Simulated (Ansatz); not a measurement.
## Sn in Ansatz: the effect of functional

Sn:

```
Sn
1.0
    -1.66644    1.70779    2.18280
     1.79387   -1.85892    2.39165
     1.69371    1.88544   -2.29756
Sn
1
Direct
  0.00000 0.00000 0.00000
```

This isn't the form of Sn at room conditions, which is tetragonal (white tin).

The cell isn't the ideal one: cell sheared at random, sigma 0.06, atoms nudged by 0.01 Å.

Alike in all runs:

```yaml
Program: Ansatz 0.2.0
Task: band structure
Potentials_or_basis: Ansatz PAW
k_mesh: 6 × 5 × 6
Occupations: fermi-dirac, width 0.05 eV
Spin: no spin polarisation
```

Q: One run gave: pressure -4.9 GPa. Which functional did it use?
A. r2SCAN
B. PBEsol
C. LDA

A: C.

```csv
functional,cutoff,pressure (GPa)
LDA,420 eV,-4.9
PBEsol,420 eV,-3.7
r2SCAN,500 eV,-2.4
```

Caveats: all runs use coarse meshes; the PAW data sets come from PBE, with cores solved anew for the run's functional, which leaves a small shift of forces and pressure.

Not every run made on this cell is shown here.
